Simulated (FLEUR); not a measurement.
MnO2:

```
Mn O
1.0
     2.85658    0.00000    0.00000
    -1.42829    2.47387    0.00000
     0.00000    0.00000    4.60137
Mn O
1 2
Direct
  0.00000 0.00000 0.50000
  0.33333 0.66667 0.70629
  0.66667 0.33333 0.29371
```

Measurements of this composition are mostly on another form, of space group No. 136.

Base run:

```yaml
Program: FLEUR MaX-R8.1 (later development tree)
Functional: PBEsol
Potentials_or_basis: all-electron
Basis: FLAPW
Kmax: 5.24 1/bohr
k_mesh: 9 × 9 × 5
Occupations: fermi-dirac, width 0.05 eV
Spin: collinear spin, ferromagnetic start
Starting_moments: "[4.0, 0.0, 0.0] μB"
Hubbard_terms: Mn d U = 4 eV
```

Its results: band gap on the k mesh 2.19 eV, indirect (least direct gap 2.33 eV); net moment 3.00 μB per cell; site moments Mn +2.91; O -0.05 μB.

Q: The run is repeated on the same cell with these changes: hubbard terms from Mn d U = 4 eV to Mn d U = 6 eV. What comes out?

A: Band gap on the k mesh 2.02 eV, indirect (least direct gap 2.21 eV); net moment 3.00 μB per cell; site moments Mn +3.04; O -0.10 μB.

Caveats: an odd mesh through Γ misses points on the zone boundary, where band edges often lie; a cell with one magnetic atom can't hold antiferromagnetic order, which such compounds often take.
